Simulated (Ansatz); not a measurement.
# Ge: relaxation by PAW and LAPW

Aim: relax Ge (atoms shaken by about 0.25 Å, then relaxed in the fixed cell) with PAW and LAPW. Both runs start alike, so that frozen cores can be judged against all electrons.

Method: DFT LDA, scalar-relativistic, in Ansatz 0.2.0.

## 1. The system as given

It takes space group P-1 (No. 2, triclinic). The conventional cell has a = 2.874 Å, b = 3.914 Å, c = 3.914 Å, α = 79.23°, β = 68.46°, γ = 68.46°. Ge (site symmetry 1) has 3 Ge at 2.48 to 2.72 Å as nearest neighbours.

As a file:

```xyz
2
Lattice="-2.4959 2.6509 1.4369 2.4959 -2.6509 1.4369 2.4959 2.6509 -1.4369" Properties=species:S:1:pos:R:3 pbc="T T T"
Ge    2.5966    1.1919    1.1350
Ge    0.0111    1.4494    0.3225
```

Atoms are numbered in the order of the input: Ge1, Ge2.

## 2. PAW on the default files

input.yaml reads:

```yaml
crystal:
  lattice:
    - [-2.495898, 2.650863, 1.436947]
    - [2.495898, -2.650863, 1.436947]
    - [2.495898, 2.650863, -1.436947]
  atoms:
    - { symbol: Ge, position: [0.61975791, 0.91511945, 0.74497915] }
    - { symbol: Ge, position: [0.38561658, 0.11446482, 0.27561837] }
kpoints:
  mp_grid: { grid: [9, 9, 9] }
scf:
  occupations: { method: fermi_dirac, width: 0.05 }
hamiltonian:
  xc: lda
  pseudopotentials: { kind: paw }
output:
  forces: true
  stress: true
  efg: { contact_densities: true }
relax:
  f_tol: 0.01
  max_steps: 80
```

The run is started by

```bash
$ ansatz run input.yaml --threads 1 --pin off --max-ram 2048MiB --backend cpu --events-out ev --progress --plain --runs-dir out
```

## 3. All-electron LAPW

Edit input.yaml of step 2 so:

```diff
@@ -14,3 +14,3 @@
   xc: lda
-  pseudopotentials: { kind: paw }
+  pseudopotentials: { kind: all_electron, lapw: { basis_error: 0.001 } }
 output:
@@ -18,3 +18,2 @@
   stress: true
-  efg: { contact_densities: true }
 relax:
```

Before running it: what results should come out? Wanted: PAW: energy gained; PAW: accepted moves; PAW: space group; LAPW: energy gained; LAPW: accepted moves; LAPW: space group.

As calculated:

| quantity | value |
| --- | --- |
| PAW: energy gained | 47.8 meV/atom |
| PAW: accepted moves | 3 |
| PAW: space group | P-1 → C2/m |
| LAPW: energy gained | 47.8 meV/atom |
| LAPW: accepted moves | 3 |
| LAPW: space group | P-1 → C2/m |

What this shows: By PAW the atoms settle in 3 moves, Ge1 moving most (0.15 Å), and the energy falls by 47.8 meV/atom. PAW's energy gain differs from LAPW's by less than 0.1 meV/atom. The price, with the outputs that each input asks for: 8.5 min for LAPW against 78 s for PAW, about 7 to one.
